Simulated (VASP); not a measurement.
A run of VASP 6.6.1 is set up as follows.

INCAR

```
SYSTEM = Tb
  PREC = Accurate
  ENCUT = 520
  EDIFF = 1E-7
  ISMEAR = 0
  SIGMA = 0.02
  LREAL = .False.
  LASPH = .True.
  NELM = 100
  ALGO = Normal
  ISIF = 2
  LWAVE = .False.
  LCHARG = .True.
  ISPIN = 2
  MAGMOM = 6
  LORBIT = 11
  LMAXMIX = 6
  GGA = PE
  LELF = .True.
  LVHAR = .True.
```

The input KPOINTS:

```
regular mesh
0
Gamma
  9 9 9
  0 0 0
```

File POSCAR:

```
Tb
1.0
    0.0000000000      2.5199650902      2.5199650902
    2.5199650902      0.0000000000      2.5199650902
    2.5199650902      2.5199650902      0.0000000000
Tb
1
Direct
    0.0000000000      0.0000000000      0.0000000000
```

Potentials or basis: VASP PAW PBE potentials, release 64 (Tb_3), 4f in core.

Launch:

```console
$ cat potpaw_PBE.64/Tb_3/POTCAR > POTCAR
$ mpirun -np 1 vasp_std > vasp.out
```

Q: Predict the band gap on the k mesh.

A: None (metal or under the smearing width).

Q: Predict the site moments.

A: Tb +0.07 μB.

Q: What does it give for the pressure?

A: 0.0 GPa.

Q: What does it give for the net moment?

A: 0.11 μB per cell.

Caveat: the magnetic or orbital state may not be the lowest; spin-orbit coupling is left out, which moves the levels of the heavy elements; the 4f electrons are frozen in the core as for a trivalent ion, so they carry no moment and show no levels. The state reached can hang on the start; a lower one may exist.
